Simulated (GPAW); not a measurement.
Runs of GPAW 26.7.0 on CdTe. Symmetry: F-43m, No. 216, cubic system. The conventional cell has a = 6.410 Å, b = 6.410 Å, c = 6.410 Å, α = 90.00°, β = 90.00°, γ = 90.00°. Te (site symmetry -43m) has 4 Cd at 2.78 Å as nearest neighbours. Around Cd (site symmetry -43m) lie 4 Te at 2.78 Å. 

```csv
task,level,potentials or basis,spin,band path,band points,spin axis theta (degrees),spin axis phi (degrees),gap on the mesh (eV)
band structure,optPBE-vdW,"GPAW PAW data sets (gpaw-data 1.2.1), pw","SOC, no magnetisation","GXWKGLUWLK,UX",60,54.7,45,0.57
single point,TB-mBJ,"GPAW PAW data sets for LDA (gpaw-data 1.2.1), pw",off,-,-,-,-,1.90
band structure,MS2,"GPAW PAW data sets (gpaw-data 1.2.1), pw","SOC, no magnetisation","GXWKGLUWLK,UX",60,90,45,(a)
band structure,vdW-DF-cx,"GPAW PAW data sets (gpaw-data 1.2.1), pw","SOC, no magnetisation","GXWKGLUWLK,UX",60,90,45,0.51
```

Alike in all rows: cell as given; k mesh 6 × 6 × 6; cutoff (eV) 600; smearing fermi-dirac 0.05 eV.

Fill in the values left out.

(a) 0.81.

Caveats: spin-orbit coupling was added after a scalar SCF, so levels and gaps hold it while energy, forces, pressure and moments don't (some runs); this program's spin-orbit splittings come out too wide for heavy elements (some runs); a model potential gives levels but no total energy (some runs); spin-orbit coupling is left out, which moves the levels of the heavy elements (some runs).

A k mesh can miss the band edges, and rows without SOC leave out spin-orbit coupling on Cd, Te.
